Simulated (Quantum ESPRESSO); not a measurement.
Crystal: HgTe (Coloradoite).

```
Hg Te
1.0
     0.00000    3.21450    3.21450
     3.21450    0.00000    3.21450
     3.21450    3.21450    0.00000
Hg Te
1 1
Direct
  0.00000 0.00000 0.00000
  0.75000 0.75000 0.75000
```

```yaml
Program: Quantum ESPRESSO 7.5
Task: phonons
Functional: PBEsol
Potentials_or_basis: GBRV 1.5 PBEsol
Cutoff: 612 eV
Density_cutoff: 4898 eV
k_mesh: 6 × 6 × 6
Occupations: cold, width 0.2 eV
Spin: no spin polarisation
Mixing_beta: 0.5
Most_SCF_iterations: 120
SCF_threshold: 4e-10 Ry
```

The cell and the atoms were relaxed first, to 34.79 Å³/atom (a = 4.617 Å, b = 4.617 Å, c = 4.617 Å, α = 60.00°, β = 60.00°, γ = 60.00°), and the response was taken there.

**Question.** Which optical modes does the crystal have at the zone centre, and which show in infrared and Raman spectra?

**Answer.** The optical modes are T2. Infrared active: T2. Raman active: T2.

Optical modes at Γ, degenerate ones joined:
```
cm⁻¹  components  symmetry     active in
 110           3        T2  IR and Raman
```

Caveat: the mesh is thin for the phonons of a metal.
